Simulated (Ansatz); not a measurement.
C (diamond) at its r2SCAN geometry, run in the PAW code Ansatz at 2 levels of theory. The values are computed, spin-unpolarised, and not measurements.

The r2SCAN input:
```yaml
crystal:
  lattice:
    - [0.0, 1.7801241426, 1.7801241426]
    - [1.7801241426, 0.0, 1.7801241426]
    - [1.7801241426, 1.7801241426, 0.0]
  atoms:
    - { symbol: C, position: [0.0, 0.0, 0.0] }
    - { symbol: C, position: [0.25, 0.25, 0.25] }
kpoints:
  mp_grid: { grid: [12, 12, 12] }
  band_path:
    path:
      - [0.0, 0.0, 0.0]
      - [0.5, 0.0, 0.5]
      - [0.625, 0.25, 0.625]
      - [0.375, 0.375, 0.75]
      - [0.5, 0.5, 0.5]
      - [0.5, 0.25, 0.75]
      - [0.0, 0.363281, 0.363281]
    npoints: 1
hamiltonian:
  xc: r2scan
scf:
  occupations: { method: fixed }
  n_extra_bands: 4
output:
  forces: true
  stress: true
  eigenvalues: true
```

Main results, then, where recorded, the levels near the gap in eV from the Fermi energy (columns number the bands from 0), one row a point of the path (Γ, X, U, K, L, W, Γ–X (0.73)):
```
Crystal: 2 atoms, lattice volume = 11.282 Å³
Symmetry: 48 space group operations
Space group: Fd-3m (ITA 227)
```
```
Basis set: ecut = 500 eV, 283 PW (Γ)
Bands: 8, of which v1, the nominal top of the filled ones, is band 4 counted from 1 (3 counted from 0)
k-points: 72 of 1728
Free energy (F): -503.111524 eV
Fermi energy:    13.387414 eV
--- Stress (GPa, compression-positive) ---
        0.018007       0.000000       0.000000
        0.000000       0.018007       0.000000
        0.000000       0.000000       0.018007
  P = ⅓ Tr σ = 0.0180 GPa (0.180 kbar)
```
```tsv
band_0	band_1	band_2	band_3	band_4	band_5	band_6
-22.748	0.000	0.000	0.000	5.896	5.896	5.896
-13.610	-13.610	-6.681	-6.681	5.034	5.034	17.992
-13.897	-12.516	-9.777	-5.694	6.002	11.365	15.310
-13.897	-12.516	-9.777	-5.694	6.002	11.365	15.310
-16.773	-14.089	-2.985	-2.985	8.940	8.940	9.199
-12.827	-12.827	-8.746	-8.746	11.296	11.296	12.991
-17.767	-8.784	-5.975	-5.975	4.361	7.381	15.838
```

With r2SCAN the valence top lies at Γ and the conduction bottom at Γ–X (0.73 of the way from Γ), 4.36 eV higher; the smallest vertical gap, at Γ, is 5.90 eV.

HSE06. Against the first input these blocks differ (the band path and keys that only write files left aside):
```yaml
kpoints:
  mp_grid: { grid: [8, 8, 8] }
hamiltonian:
  xc: hse06
```

```
Basis set: ecut = 420 eV, 229 PW (Γ)
Bands: 8, of which v1, the nominal top of the filled ones, is band 4 counted from 1 (3 counted from 0)
k-points: 29 of 512
Exchange kernel: α = 0.2500, screened, ω = 0.2079 Å⁻¹, Wigner–Seitz truncation, v(0) = 1044.2450 eV·Å³, q-mesh 8×8×8
hybrid outer 1: dexx = +1.981e-3 eV, tail = 1.25e-5 eV
hybrid outer 2: dexx = +1.164e-7 eV, tail = 2.52e-8 eV, Δε = 2.16e-3 eV
Free energy (F): -501.764852 eV
Fermi energy:    12.794652 eV
--- Stress (GPa, compression-positive) ---
       -5.749756       0.000000       0.000000
        0.000000      -5.749756       0.000000
        0.000000       0.000000      -5.749756
  P = ⅓ Tr σ = -5.7498 GPa (-57.498 kbar)
```
```tsv
band_0	band_1	band_2	band_3	band_4	band_5	band_6
-23.607	0.000	0.000	0.000	6.994	6.994	6.994
-14.111	-14.111	-6.911	-6.911	5.929	5.929	19.300
-14.372	-12.972	-10.173	-5.888	6.914	12.410	16.602
-14.372	-12.972	-10.173	-5.888	6.914	12.410	16.602
-17.357	-14.682	-3.084	-3.084	10.050	10.050	10.405
-13.266	-13.266	-9.086	-9.086	12.184	12.184	14.312
-18.437	-9.082	-6.172	-6.172	5.300	8.267	17.096
```

With HSE06 the valence top lies at Γ and the conduction bottom at Γ–X (0.73 of the way from Γ), 5.30 eV higher; the smallest vertical gap, at Γ, is 6.99 eV. At this geometry HSE06 finds -5.7 GPa, compression counted positive: its own equilibrium volume is smaller. The stress of a hybrid is loosely converged here.

The hybrids run on coarser meshes, which limits their stresses and small splittings of levels.

Totals of different functionals can't be compared.

The meshes of the hybrids are coarse, so their gaps aren't converged to the digits shown.
